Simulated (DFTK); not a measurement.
Sb under changes of volume

One of the cells (30.206 Å³/atom); the others are scaled copies at fixed shape and fractional positions:

```
Sb
1.0
     2.15420    1.24373    3.75800
    -2.15420    1.24373    3.75800
     0.00000   -2.48746    3.75800
Sb
2
Direct
  0.76651 0.76651 0.76651
  0.23349 0.23349 0.23349
```

```yaml
Program: DFTK 0.8.2
Functional: RPBE
Potentials_or_basis: cp2k.nc.sr.pbe.v0_1.largecore.gth (PBE, GTH)
Cutoff: 735 eV
k_mesh: 6 × 6 × 6
Occupations: fermi-dirac, width 0.05 eV
Spin: no spin polarisation
```

```tsv
volume (Å³/atom)	energy over the lowest point (meV/atom)	pressure (GPa)	largest force (eV/Å)
28.393	87.08	8.1	0.453
28.998	?	?	?
29.602	38.32	5.0	0.200
30.206	21.98	3.7	0.088
30.810	10.41	2.5	0.015
31.414	3.22	1.4	0.109
32.018	0.00	0.4	0.195
```

**Question.** What does the run at 28.998 Å³/atom give?

**Answer.** Energy over the lowest point 59.83 meV/atom; pressure 6.4 GPa; largest force 0.323 eV/Å.

Worked out: A Birch-Murnaghan fit of order 3 (a polynomial in V^(-2/3)) to the other rows has its minimum at 32.24 Å³/atom, just outside them, with B0 = V·E''(V) = 50 GPa and B' = 3.6 at fixed shape and positions, which overstates the stiffness. It gives 59.84 meV/atom at 28.998 Å³/atom, against the run's 59.83, and -dE/dV = 6.4 GPa, against 6.4.

Energies are extrapolated to zero smearing.

Caveats: the minimum lies outside the volumes run; GTH potentials come without recommended cutoffs, and this one wasn't checked for convergence; the potentials were made for another functional, which shifts forces and pressure.
